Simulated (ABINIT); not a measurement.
Runs of ABINIT 10.8.3 (patched build) on P. Symmetry: Cmce, No. 64, orthorhombic system. The conventional cell has a = 3.295 Å, b = 10.930 Å, c = 4.544 Å, α = 90.00°, β = 90.00°, γ = 90.00°. Around P (site symmetry m) lie 3 P at 2.20 to 2.25 Å. 

| potentials or basis | cutoff (eV) | fine-grid cutoff | gap on the mesh (eV) | pressure (GPa) | largest force (eV/Å) |
| --- | --- | --- | --- | --- | --- |
| PseudoDojo NC SR PBE v0.4.1 standard | 707 | - | 0.18 | (b) | 0.27 |
| SG15 NC PBE v1.2 | 980 | - | 0.22 | 1.3 | 0.21 |
| Ansatz PAW PBE default generated set, frozen core | 490 | 979.61 eV | 0.24 | 0.6 | 0.07 |
| Ansatz NC r2SCAN | 680 | - | (a) | 0.6 | 0.08 |
| JTH PAW PBE v2.0 | 653 | 1251.72 eV | 0.24 | 0.7 | 0.09 |

Alike in all rows: task band structure; level r2SCAN; no spin polarisation; cell as given; k mesh 6 × 6 × 5; smearing fermi-dirac 0.05 eV.

Question: Estimate the missing entries.

Answer: (a) 0.23; (b) 1.7.

Caveats: the potentials were made for another functional, which shifts forces and pressure (some runs); the PAW data sets were made with another functional, which shifts forces and pressure a little (some runs); a meta-GGA on potentials with a model core is unreliable (some runs); the atomic spheres overlap (some runs).

